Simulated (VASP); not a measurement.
**VASP 6.6.1 run: BaS**

INCAR

```
EDIFF = 1E-7
NSW = 0
PREC = Accurate
ENCUT = 520
SIGMA = 0.02
LCHARG = .FALSE.
LASPH = .TRUE.
LREAL = .FALSE.
IBRION = -1
ISIF = 2
NBANDS = 15
NELM = 5
ISMEAR = -1
GGA = PE
LWAVE = .FALSE.
```

KPOINTS

```
KPOINTS created by Atomic Simulation Environment
0
Gamma
8 8 8
0 0 0
```

POSCAR

```
Ba S
 1.0000000000000000
     0.0000000000000000    3.2117958738999999    3.2117958738999999
     3.1103031243000001    0.0000000000000000    3.2117958738999999
     3.1103031243000001    3.2117958738999999    0.0000000000000000
 Ba  S
   1   1
Cartesian
  0.0000000000000000  0.0000000000000000  0.0000000000000000
  3.1103031242999997  3.2117958738999999  3.2117958738999999
```

The recommended PBE PAW datasets give the neutral cell 16 valence electrons.

Command

```
mpirun -np 1 vasp_std
```

OSZICAR

```
N       E                     dE             d eps       ncg     rms          rms(c)
DAV:   1     0.815779557789E+02    0.81578E+02   -0.68201E+03  1770   0.927E+02
DAV:   2    -0.597533712056E+01   -0.87553E+02   -0.80030E+02  2421   0.170E+02
DAV:   3    -0.105466343598E+02   -0.45713E+01   -0.45415E+01  2459   0.408E+01
DAV:   4    -0.106391630899E+02   -0.92529E-01   -0.92509E-01  2261   0.577E+00
DAV:   5    -0.106410135054E+02   -0.18504E-02   -0.18503E-02  2468   0.701E-01
   1 F= -.10641014E+02 E0= -.10641014E+02  d E =-.152911E-12
```

Standard output (part)

```
POSCAR found type information on POSCAR BaS
 POSCAR found :  2 types and       2 ions
 LDA part: xc-table for (Slater+PW92), standard interpolation
 POSCAR, INCAR and KPOINTS ok, starting setup
 WAVECAR not read
 entering main loop
|     The electronic self-consistency was not achieved in the given           |
|     number of steps (NELM). The forces and other quantities evaluated       |
|     might not be reliable so examine the results carefully. If you find     |
|     spurious results, we suggest increasing NELM, if you were close to      |
|     convergence or switching to a different ALGO or adjusting the           |
|     density mixing parameters otherwise.                                    |
```

It didn't converge.

The fault: too few electronic steps.

The run took about 8.6 s on one core of a shared host (Intel Xeon 6975P-C) and held 0.2 GiB at most.
